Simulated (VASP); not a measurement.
VASP 6.6.1, r²SCAN single-point calculation, BaS (strained zincblende)

INCAR

```
LREAL = .FALSE.
ALGO = Normal
LWAVE = .FALSE.
LCHARG = .FALSE.
PREC = Accurate
NSW = 0
METAGGA = R2SCAN
ISIF = 2
NELM = 120
NBANDS = 15
LASPH = .TRUE.
SIGMA = 0.01
ISMEAR = 0
IBRION = -1
EDIFF = 1E-7
ENCUT = 520
```

KPOINTS

```
KPOINTS created by Atomic Simulation Environment
0
Gamma
6 6 6
0 0 0
```

KPOINTS_OPT

```
special points
6
Reciprocal
0.0000000000 0.0000000000 0.0000000000 1
-0.5000000000 -0.5000000000 0.0000000000 1
-0.3750000000 -0.3750000000 0.2500000000 1
-0.3750000000 0.0000000000 0.3750000000 1
0.0000000000 0.0000000000 0.5000000000 1
-0.5000000000 -0.2500000000 0.2500000000 1
```

POSCAR

```
Ba S
 1.0000000000000000
     0.0000000000000000    3.6095087121999998    3.6095087121999998
     3.6095087121999998    0.0000000000000000    3.6095087121999998
     3.6095087121999998    3.6095087121999998    0.0000000000000000
 Ba  S
   1   1
Cartesian
  0.0000000000000000  0.0000000000000000  0.0000000000000000
  1.8047543560999997  1.8047543560999997  1.8047543560999997
```

VASP ran with the recommended PBE PAW datasets (16 valence electrons in the cell).

Command

```
mpirun -np 1 vasp_std
```

OSZICAR

```
N       E                     dE             d eps       ncg     rms          rms(c)
DAV:   1     0.642087684495E+02    0.64209E+02   -0.64220E+03   480   0.904E+02
DAV:   2    -0.356824605796E+02   -0.99891E+02   -0.91500E+02   657   0.166E+02
DAV:   3    -0.432286577544E+02   -0.75462E+01   -0.74786E+01   663   0.501E+01
DAV:   4    -0.434361850930E+02   -0.20753E+00   -0.20748E+00   633   0.863E+00
DAV:   5    -0.434420570111E+02   -0.58719E-02   -0.58717E-02   649   0.119E+00    0.485E+00
DAV:   6    -0.385398587275E+02    0.49022E+01   -0.18763E+00   634   0.872E+00    0.355E+00
DAV:   7    -0.385486270330E+02   -0.87683E-02   -0.73769E-01   620   0.455E+00    0.301E+00
DAV:   8    -0.385709722259E+02   -0.22345E-01   -0.53762E-02   515   0.153E+00    0.157E+00
DAV:   9    -0.385868821370E+02   -0.15910E-01   -0.23657E-02   480   0.128E+00    0.784E-01
DAV:  10    -0.385866199276E+02    0.26221E-03   -0.37883E-04   656   0.147E-01    0.426E-01
DAV:  11    -0.385884306481E+02   -0.18107E-02   -0.20099E-03   480   0.333E-01    0.133E-01
DAV:  12    -0.385883873786E+02    0.43270E-04   -0.15090E-04   655   0.650E-02    0.733E-02
DAV:  13    -0.385884003527E+02   -0.12974E-04   -0.23528E-05   508   0.312E-02    0.183E-02
DAV:  14    -0.385883991170E+02    0.12358E-05   -0.42948E-06   648   0.111E-02    0.136E-02
DAV:  15    -0.385883987684E+02    0.34851E-06   -0.53410E-07   571   0.590E-03    0.518E-04
DAV:  16    -0.385883987599E+02    0.85890E-08   -0.37734E-08   324   0.148E-03
   1 F= -.38588399E+02 E0= -.38588399E+02  d E =-.966442E-17
       N       E                     dE             ncg
DAV:   1     0.399104586374E+03   -0.22804E+04      180
DAV:   2    -0.209845830380E+03   -0.60895E+03      222
DAV:   3    -0.253202678393E+03   -0.43357E+02      250
DAV:   4    -0.254693987058E+03   -0.14913E+01      276
DAV:   5    -0.254707440801E+03   -0.13454E-01      265
DAV:   6    -0.254707557721E+03   -0.11692E-03      268
DAV:   7    -0.254707558467E+03   -0.74628E-06      258
DAV:   8    -0.254707558480E+03   -0.12977E-07      175
```

From OUTCAR

```
k-points           NKPTS =     16   k-points in BZ     NKDIM =     16   number of bands    NBANDS=     15

   NELECT =      16.0000    total number of electrons

   dimension x,y,z NGX =    40 NGY =   40 NGZ =   40
   dimension x,y,z NGXF=    80 NGYF=   80 NGZF=   80

  energy-cutoff  :      520.00
  volume of cell :       94.05
      direct lattice vectors                 reciprocal lattice vectors
     0.000000000  3.609508712  3.609508712    -0.138523007  0.138523007  0.138523007
     3.609508712  0.000000000  3.609508712     0.138523007 -0.138523007  0.138523007
     3.609508712  3.609508712  0.000000000     0.138523007  0.138523007 -0.138523007

 k-points in reciprocal lattice and weights: KPOINTS created by Atomic Simulation Env
   0.00000000  0.00000000  0.00000000       0.005
   0.16666667  0.00000000  0.00000000       0.037
   0.33333333  0.00000000  0.00000000       0.037
   0.50000000  0.00000000  0.00000000       0.019
   0.16666667  0.16666667  0.00000000       0.028
   0.33333333  0.16666667  0.00000000       0.111
   0.50000000  0.16666667  0.00000000       0.111
  -0.33333333  0.16666667  0.00000000       0.111
   ...

 E-fermi :  -0.6512

 k-point     1 :       0.0000    0.0000    0.0000
  band No.  band energies     occupation
      1     -27.7855      2.00000
      2     -12.5210      2.00000
      3     -12.5210      2.00000
      4     -12.5210      2.00000
      5     -10.9526      2.00000
      6      -1.2570      2.00000
      7      -1.2570      2.00000
      8      -1.2570      2.00000
      9       2.2571      0.00000
     10       4.7271      0.00000
     11       4.7271      0.00000
     12       6.4750      0.00000
     13       6.4750      0.00000
     14       6.4750      0.00000
     15       9.4272      0.00000

 k-point     2 :       0.1667    0.0000    0.0000
  band No.  band energies     occupation
      1     -27.7828      2.00000
      2     -12.6685      2.00000
      3     -12.5285      2.00000
      4     -12.5285      2.00000
      5     -10.7969      2.00000
      6      -1.3287      2.00000
      7      -1.1987      2.00000
      8      -1.1987      2.00000
      9       2.7981      0.00000
     10       4.5432      0.00000
     11       4.5432      0.00000
     12       6.1497      0.00000
     13       6.8089      0.00000
     14       6.8089      0.00000
     15       8.0537      0.00000

 k-point     3 :       0.3333    0.0000    0.0000
  band No.  band energies     occupation
      1     -27.7776      2.00000
      2     -12.9038      2.00000
      3     -12.5434      2.00000
      4     -12.5434      2.00000
      5     -10.5503      2.00000
      6      -1.3267      2.00000
      7      -1.0892      2.00000
      8      -1.0892      2.00000
      9       3.6765      0.00000
     10       4.5703      0.00000
     11       4.5703      0.00000
     12       5.5134      0.00000
     13       6.5474      0.00000
     14       6.5474      0.00000
     15       7.1308      0.00000

 k-point     4 :       0.5000    0.0000    0.0000
  band No.  band energies     occupation
      1     -27.7750      2.00000
      2     -13.0032      2.00000
      3     -12.5509      2.00000
      4     -12.5508      2.00000
      5     -10.4480      2.00000
      6      -1.2614      2.00000
      7      -1.0388      2.00000
      8      -1.0388      2.00000
      9       3.9206      0.00000
     10       4.8609      0.00000
     11       4.8609      0.00000
     12       4.9657      0.00000
     13       5.9575      0.00000
     14       5.9575      0.00000
     15       7.9555      0.00000

 k-point     5 :       0.1667    0.1667    0.0000
  band No.  band energies     occupation
      1     -27.7820      2.00000
      2     -12.6972      2.00000
      3     -12.5395      2.00000
      4     -12.5395      2.00000
      5     -10.7481      2.00000
      6      -1.4269      2.00000
      7      -1.1358      2.00000
      8      -1.1358      2.00000
      9       2.9833      0.00000
     10       4.0167      0.00000
     11       4.9542      0.00000
     12       6.5910      0.00000
     13       6.5910      0.00000
     14       6.6244      0.00000
     15       8.5920      0.00000

 k-point     6 :       0.3333    0.1667    0.0000
  band No.  band energies     occupation
      1     -27.7776      2.00000
      2     -12.8799      2.00000
      3     -12.5611      2.00000
      4     -12.5562      2.00000
      5     -10.5415      2.00000
      6      -1.4533      2.00000
      7      -1.0392      2.00000
      8      -1.0138      2.00000
      9       3.5397      0.00000
     10       3.9784      0.00000
     11       5.0840      0.00000
     12       5.8924      0.00000
     13       6.4070      0.00000
     14       6.8965      0.00000
     15       7.6823      0.00000

 k-point     7 :       0.5000    0.1667    0.0000
  band No.  band energies     occupation
      1     -27.7741      2.00000
      2     -13.0028      2.00000
      3     -12.5877      2.00000
      4     -12.5618      2.00000
      5     -10.4010      2.00000
      6      -1.2962      2.00000
      7      -1.0312      2.00000
      8      -0.9591      2.00000
      9       3.5303      0.00000
     10       4.3194      0.00000
     11       4.9870      0.00000
     12       5.6725      0.00000
     13       6.0928      0.00000
     14       6.7075      0.00000
     15       7.9662      0.00000

 k-point     8 :      -0.3333    0.1667    0.0000
  band No.  band energies     occupation
      1     -27.7750      2.00000
      2     -12.9722      2.00000
      3     -12.5922      2.00000
      4     -12.5509      2.00000
      5     -10.4343      2.00000
      6      -1.2561      2.00000
      7      -1.0759      2.00000
      8      -1.0191      2.00000
      9       3.6368      0.00000
     10       4.3761      0.00000
     11       4.6505      0.00000
     12       5.6146      0.00000
     13       6.5249      0.00000
     14       6.7411      0.00000
     15       7.6475      0.00000

 k-point     9 :      -0.1667    0.1667    0.0000
  band No.  band energies     occupation
      1     -27.7794      2.00000
      2     -12.8152      2.00000
      3     -12.5630      2.00000
      4     -12.5343      2.00000
      5     -10.6207      2.00000
      6      -1.3643      2.00000
      7      -1.1371      2.00000
      8      -1.0977      2.00000
      9       3.4336      0.00000
     10       4.1963      0.00000
     11       4.6371      0.00000
     12       5.8765      0.00000
     13       6.6556      0.00000
     14       7.1295      0.00000
     15       7.6849      0.00000

 k-point    10 :       0.3333    0.3333    0.0000
  band No.  band energies     occupation
      1     -27.7750      2.00000
      2     -12.9644      2.00000
      3     -12.5762      2.00000
      4     -12.5762      2.00000
      5     -10.4298      2.00000
      6      -1.6034      2.00000
      7      -0.8654      2.00000
      8      -0.8654      2.00000
      9       3.1327      0.00000
     10       4.3592      0.00000
     11       5.5315      0.00000
     12       6.1787      0.00000
     13       6.2539      0.00000
     14       6.2539      0.00000
     15       8.9835      0.00000

 k-point    11 :       0.5000    0.3333    0.0000
  band No.  band energies     occupation
      1     -27.7724      2.00000
      2     -13.0395      2.00000
      3     -12.6074      2.00000
      4     -12.5836      2.00000
      5     -10.3264      2.00000
      6      -1.5232      2.00000
      7      -0.8265      2.00000
      8      -0.7959      2.00000
      9       3.0434      0.00000
     10       4.1849      0.00000
     11       5.3733      0.00000
     12       6.2228      0.00000
     13       6.3349      0.00000
     14       6.9326      0.00000
     15       8.6998      0.00000

 k-point    12 :      -0.3333    0.3333    0.0000
  band No.  band energies     occupation
      1     -27.7724      2.00000
      2     -13.0298      2.00000
      3     -12.6332      2.00000
      4     -12.5711      2.00000
      5     -10.3235      2.00000
      6      -1.2951      2.00000
      7      -0.9870      2.00000
      8      -0.8740      2.00000
      9       3.0915      0.00000
     10       4.3755      0.00000
     11       4.6877      0.00000
     12       6.3787      0.00000
     13       6.6635      0.00000
     14       7.1564      0.00000
     15       8.1278      0.00000

 k-point    13 :       0.5000    0.5000    0.0000
  band No.  band energies     occupation
      1     -27.7715      2.00000
      2     -13.0737      2.00000
      3     -12.5944      2.00000
      4     -12.5944      2.00000
      5     -10.2978      2.00000
      6      -1.6398      2.00000
      7      -0.7122      2.00000
      8      -0.7122      2.00000
      9       2.9695      0.00000
     10       4.1681      0.00000
     11       5.8837      0.00000
     12       5.8837      0.00000
     13       5.9370      0.00000
     14       7.7942      0.00000
     15       8.2870      0.00000

 ...

  Total       -0.9321139     -0.9321139     -0.9321139      0.0000000      0.0000000     -0.0000000
  in kB      -15.8783473    -15.8783473    -15.8783473      0.0000000      0.0000000     -0.0000000
  external PRESSURE =     -15.8783473 kB  Pullay stress =       0.0000000 kB

 POSITION                                       TOTAL-FORCE (eV/Angst)
 -----------------------------------------------------------------------------------
      0.00000      0.00000      0.00000         0.000000     -0.000000      0.000000
      1.80475      1.80475      1.80475        -0.000000      0.000000     -0.000000
 -----------------------------------------------------------------------------------
    total drift:                                0.000000      0.000000      0.000000

  FREE ENERGIE OF THE ION-ELECTRON SYSTEM (eV)
  ---------------------------------------------------
  free  energy   TOTEN  =       -38.5883987599 eV

  energy  without entropy=      -38.5883987599  energy(sigma->0) =      -38.58839876
```

- gap between bands v and c: 2.96 eV
- least direct gap: 3.51 eV
- pressure: -1.6 GPa

Band v is the last that the valence electrons fill when counted band by band, and c is the next.

The run took about 2.1 min on one core of a shared host (Intel Xeon Platinum 8488C) and held 0.27 GiB at most.
